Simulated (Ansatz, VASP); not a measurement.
Se: VASP beside Ansatz

```xyz
1
Lattice="2.9469 0.0000 0.0000 0.0000 2.9469 0.0000 0.0000 0.0000 2.9469" Properties=species:S:1:pos:R:3 pbc="T T T"
Se    0.0000    0.0000    0.0000
```

Alike in both runs: task single point; functional BLYP; k mesh 12 × 12 × 12; occupations fermi-dirac, width 0.1 eV; no spin polarisation.

|  | VASP | Ansatz |
| --- | --- | --- |
| version | VASP 6.6.1 | Ansatz 0.2.0 |
| potentials or method | VASP PAW PBE potentials, release 64 (Se) | plane waves (420 eV) with PAW, scalar-relativistic |
| plane-wave cutoff (eV) | 520 | 420 |
| valence electrons in the cell | 6 | 16 |

Ansatz gave:

* pressure (GPa): -2.0

Question: Estimate VASP's values.

Answer: Pressure (GPa): -1.8.

The two sets of potentials don't hold the same shells in valence.

Caveats: the PAW data sets were made with another functional, which shifts forces and pressure a little (VASP).
